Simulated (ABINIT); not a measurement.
# Te (R-3m) in ABINIT: single point with PBEsol

Aim: the single point of Te with PBEsol.

All numbers are computed with ABINIT 10.8.3 (patched build); they aren't measurements. Logs are shortened: lines on timing, memory, paths and dates and some standing lists are left out, and cuts for length are marked. The log counts tension as positive stress, the text compression.

## 1. The undisturbed crystal

The structure is trigonal, space group R-3m (No. 166). The conventional cell has a = 4.612 Å, b = 4.612 Å, c = 5.073 Å, α = 90.00°, β = 90.00°, γ = 120.00°. Around Te (site symmetry -3m) lie 6 Te at 3.15 Å.

This isn't the form of Te at room conditions, which is trigonal, of chains.

## 2. Single point, PBEsol (cell relaxed)

Input file run.abi:

```
# Pseudopotentials
pp_dirpath "./"
pseudos "Te.upf"

# Structure
acell 3.1479927652 3.1479927652 3.1479927665 Angstrom
rprim
     0.7255836815     0.4189159342     0.5459283481
    -0.7255836815     0.4189159342     0.5459283481
     0.0000000000    -0.8378318680     0.5459283478
ntypat 1
znucl 52
natom 1
typat 1
xred
     0.5000000000     0.5000000000     0.5000000000
chkprim 0
chksymtnons 0
tolsym 1.0e-6

# Plane-wave basis
ecut 40.0

# k points
kptopt 1
ngkpt 7 7 7
nshiftk 1
shiftk 0.0 0.0 0.0

# Exchange and correlation
ixc -116133

# Bands and occupations
nband 12
occopt 3
tsmear 0.05 eV

# SCF cycle
nstep 100
tolvrs 1.0e-10

# Output
iomode 3
prtwf 0
prtden 0
prteig 0
prtebands 0
enunit 1
```

Potentials or basis: PseudoDojo NC SR PBEsol v0.4.1 standard.

The run is started by

```sh
> mpirun --bind-to none -np 4 abinit run.abi > log 2>&1
```

run.abo:

```text
.Version 10.8.3 of ABINIT
 Symmetries : space group R-3 m (#166); Bravais hR (rhombohedral)
================================================================================
 Values of the parameters that define the memory need of the present run
     intxc =       0    ionmov =       0      iscf =       7    lmnmax =       6
     lnmax =       6     mgfft =      36  mpssoang =       3    mqgrid =    3001
     natom =       1  nloc_mem =       1    nspden =       1   nspinor =       1
    nsppol =       1      nsym =      12    n1xccc =    2501    ntypat =       1
    occopt =       3   xclevel =       2
       mpw =        2558          nfft =       46656          nkpt =          44
================================================================================
================================================================================

--------------------------------------------------------------------------------
------------- Echo of variables that govern the present computation ------------
--------------------------------------------------------------------------------
 -outvars: echo values of preprocessed input variables --------
            acell      5.9488441726E+00  5.9488441726E+00  5.9488441750E+00 Bohr
              amu      1.27600000E+02
          chkprim           0
      chksymtnons           0
             ecut      4.00000000E+01 Hartree
           enunit           1
              ixc     -116133
         kptrlatt        7    0    0      0    7    0      0    0    7
          kptrlen      4.16419092E+01
            natom           1
            nband          12
            ngfft          36      36      36
             nkpt          44
            nstep         100
             nsym          12
           ntypat           1
           occopt           3
           prtden           0
        prtebands           0
           prteig           0
            prtwf           0
            rprim      7.2558368150E-01  4.1891593420E-01  5.4592834810E-01
                      -7.2558368150E-01  4.1891593420E-01  5.4592834810E-01
                       0.0000000000E+00 -8.3783186800E-01  5.4592834780E-01
          spgroup         166
           tolsym      1.00000000E-06
           tolvrs      1.00000000E-10
           tsmear      1.83746611E-03 Hartree
            typat      1
           xangst      1.8587724441E-17  8.5008173424E-11  2.5778677351E+00
            xcart      3.5125708498E-17  1.6064216624E-10  4.8714640081E+00
             xred      5.0000000000E-01  5.0000000000E-01  5.0000000000E-01
            znucl       52.00000

================================================================================

 chkinp: Checking input parameters for consistency.

================================================================================
== DATASET  1 ==================================================================

--- !DatasetInfo
iteration_state: {dtset: 1, }
dimensions: {natom: 1, nkpt: 44, mband: 12, nsppol: 1, nspinor: 1, nspden: 1, mpw: 2558, }
cutoff_energies: {ecut:  40.0, pawecutdg:  -1.0, }
electrons: {nelect:   1.60000000E+01, charge:   0.00000000E+00, occopt:   3.00000000E+00, tsmear:   1.83746611E-03, }
meta: {optdriver: 0, ionmov: 0, optcell: 0, iscf: 7, paral_kgb: 0, }
...

 Real(R)+Recip(G) space primitive vectors, cartesian coordinates (Bohr,Bohr^-1):
 R(1)=  4.3163843  2.4920656  3.2476427  G(1)=  0.1158377  0.0668789  0.1026385
 R(2)= -4.3163843  2.4920656  3.2476427  G(2)= -0.1158377  0.0668789  0.1026385
 R(3)=  0.0000000 -4.9841312  3.2476427  G(3)=  0.0000000 -0.1337578  0.1026385
 Unit cell volume ucvol=  2.0960376E+02 bohr^3
 Angles (23,13,12)=  9.30348499E+01  9.30348499E+01  9.30348499E+01 degrees

 getcut: wavevector=  0.0000  0.0000  0.0000  ngfft=  36  36  36
         ecut(hartree)=     40.000   => boxcut(ratio)=   2.12558

--- Pseudopotential description ------------------------------------------------
- pspini: atom type   1  psp file is ./Te.upf
12 -116133 2 -1 1294                          pspcod,pspxc,lmax,lloc,mmax
     nproj     2     2     2

   5.89228728E+02                                ecore*ucvol(ha*bohr**3)
--------------------------------------------------------------------------------

================================================================================

--- !BeginCycle
iteration_state: {dtset: 1, }
solver: {iscf: 7, nstep: 100, nline: 4, wfoptalg: 0, }
tolerances: {tolvrs: 1.00E-10, }
...

     iter   Etot(hartree)      deltaE(h)  residm     vres2
 ETOT  1  -104.64829625894    -1.046E+02 1.600E-01 2.343E-01
 ETOT  2  -104.67714334088    -2.885E-02 5.475E-03 5.805E-01
 ETOT  3  -104.67723683487    -9.349E-05 2.505E-03 1.670E-01
 ETOT  4  -104.67727213072    -3.530E-05 1.109E-03 5.077E-04
 ETOT  5  -104.67727224347    -1.128E-07 1.019E-03 4.712E-06
 ETOT  6  -104.67727224377    -3.015E-10 2.659E-04 5.091E-08
 ETOT  7  -104.67727224378    -3.610E-12 1.512E-04 1.396E-08
 ETOT  8  -104.67727224378    -2.643E-12 1.246E-04 3.784E-12

 At SCF step    8       vres2   =  3.78E-12 < tolvrs=  1.00E-10 =>converged.

 Cartesian components of stress tensor (hartree/bohr^3)
  sigma(1 1)=  6.98902332E-07  sigma(3 2)= -1.23794094E-12
  sigma(2 2)=  6.98880024E-07  sigma(3 1)=  0.00000000E+00
  sigma(3 3)=  6.95986091E-07  sigma(2 1)=  0.00000000E+00

--- !ResultsGS
iteration_state: {dtset: 1, }
comment   : Summary of ground state results
lattice_vectors:
- [  4.3163843,   2.4920656,   3.2476427, ]
- [ -4.3163843,   2.4920656,   3.2476427, ]
- [  0.0000000,  -4.9841312,   3.2476427, ]
lattice_lengths: [   5.94884,    5.94884,    5.94884, ]
lattice_angles: [ 93.035,  93.035,  93.035, ] # degrees, (23, 13, 12)
lattice_volume:   2.0960376E+02
convergence: {deltae: -2.643E-12, res2:  3.784E-12, residm:  1.246E-04, diffor: null, }
etotal    :  -1.04677272E+02
entropy   :   0.00000000E+00
fermie    :   2.08223876E-01
cartesian_stress_tensor: # hartree/bohr^3
- [  6.98902332E-07,   0.00000000E+00,   0.00000000E+00, ]
- [  0.00000000E+00,   6.98880024E-07,  -1.23794094E-12, ]
- [  0.00000000E+00,  -1.23794094E-12,   6.95986091E-07, ]
pressure_GPa:  -2.0534E-02
xred      :
- [  5.0000E-01,   5.0000E-01,   5.0000E-01, Te]
cartesian_forces: # hartree/bohr
- [ -0.00000000E+00,  -0.00000000E+00,  -0.00000000E+00, ]
force_length_stats: {min:   0.00000000E+00, max:   0.00000000E+00, mean:   0.00000000E+00, }
...

 Integrated electronic density in atomic spheres:
 ------------------------------------------------
 Atom  Sphere_radius  Integrated_density
    1        2.00000         11.92098978
================================================================================

 ----iterations are completed or convergence reached----

 Mean square residual over all n,k,spin=   38.866E-08; max=  12.460E-05
 reduced coordinates (array xred) for    1 atoms
       0.500000000000      0.500000000000      0.500000000000
 rms dE/dt=  0.0000E+00; max dE/dt=  0.0000E+00; dE/dt below (all hartree)
    1       0.000000000000      0.000000000000      0.000000000000

 cartesian coordinates (angstrom) at end:
    1      0.00000000000000     0.00000000008501     2.57786773508724

 cartesian forces (hartree/bohr) at end:
    1     -0.00000000000000    -0.00000000000000    -0.00000000000000
 frms,max,avg= 0.0000000E+00 0.0000000E+00   0.000E+00  0.000E+00  0.000E+00 h/b

 cartesian forces (eV/Angstrom) at end:
    1     -0.00000000000000    -0.00000000000000    -0.00000000000000
 frms,max,avg= 0.0000000E+00 0.0000000E+00   0.000E+00  0.000E+00  0.000E+00 e/A
 length scales=  5.948844172567  5.948844172567  5.948844175024 bohr
              =  3.147992765200  3.147992765200  3.147992766500 angstroms
 Fermi (or HOMO) energy (eV) =   5.66606   Average Vxc (eV)= -10.34599
 Eigenvalues (   eV  ) for nkpt=  44  k points:
 kpt#   1, nband= 12, wtk=  0.00292, kpt=  0.0000  0.0000  0.0000 (reduced coord)
 -31.84385  -31.84385  -31.77630  -31.77630  -31.76165   -8.45171    6.60962    6.97410
   6.97410   11.71001   11.71001   12.12003
 prteigrs : prtvol=0 or 1, do not print more k-points.

--- !EnergyTerms
iteration_state     : {dtset: 1, }
comment             : Components of total free energy in Hartree
kinetic             :  5.69276319557497E+01
hartree             :  2.51913245710728E+01
xc                  : -2.43794059830635E+01
Ewald energy        : -6.11700010974400E+01
psp_core            :  2.81115537836844E+00
local_psp           : -7.44115195363202E+01
non_local_psp       : -2.96462744371597E+01
internal            : -1.04677089148792E+02
'-kT*entropy'       : -1.83094988376007E-04
total_energy        : -1.04677272243781E+02
total_energy_eV     : -2.84841368620122E+03
band_energy         : -1.17496131861880E+01
...

 Cartesian components of stress tensor (hartree/bohr^3)
  sigma(1 1)=  6.98902332E-07  sigma(3 2)= -1.23794094E-12
  sigma(2 2)=  6.98880024E-07  sigma(3 1)=  0.00000000E+00
  sigma(3 3)=  6.95986091E-07  sigma(2 1)=  0.00000000E+00

-Cartesian components of stress tensor (GPa)         [Pressure= -2.0534E-02 GPa]
- sigma(1 1)=  2.05624165E-02  sigma(3 2)= -3.64214800E-08
- sigma(2 2)=  2.05617602E-02  sigma(3 1)=  0.00000000E+00
- sigma(3 3)=  2.04766177E-02  sigma(2 1)=  0.00000000E+00

== END DATASET(S) ==============================================================
================================================================================

 -outvars: echo values of variables after computation  --------
            acell      5.9488441726E+00  5.9488441726E+00  5.9488441750E+00 Bohr
           etotal     -1.0467727224E+02
            fcart     -0.0000000000E+00 -0.0000000000E+00 -0.0000000000E+00
            rprim      7.2558368150E-01  4.1891593420E-01  5.4592834810E-01
                      -7.2558368150E-01  4.1891593420E-01  5.4592834810E-01
                       0.0000000000E+00 -8.3783186800E-01  5.4592834780E-01
           strten      6.9890233223E-07  6.9888002448E-07  6.9598609059E-07
                      -1.2379409441E-12  0.0000000000E+00  0.0000000000E+00
           xangst      1.8587724441E-17  8.5008173424E-11  2.5778677351E+00
             xred      5.0000000000E-01  5.0000000000E-01  5.0000000000E-01
 Calculation completed.
```

Wall time 8.5 s (4 MPI ranks of Arm Neoverse V1, shared host); peak memory 0.28 GiB.

What came out:

| Item | Value |
| --- | --- |
| Free energy | -2848.4137 eV |
| Pressure | 0.0 GPa |
| Band gap on the k mesh | none (metal or under the smearing width) |
| Valence electrons inside the program's atomic spheres | Te 11.92 (radii [1.0584] Å) |

Levels at points of the mesh, in eV from the Fermi level:
| k point | band 4 | band 5 | band 6 | band 7 | band 8 | band 9 | band 10 | band 11 | band 12 |
| --- | --- | --- | --- | --- | --- | --- | --- | --- | --- |
| (0.00, 0.00, 0.00) | -37.44 | -37.43 | -14.12 | 0.94 | 1.31 | 1.31 | 6.04 | 6.04 | 6.45 |

The run has no spin-orbit coupling, so splittings on Te are missing.
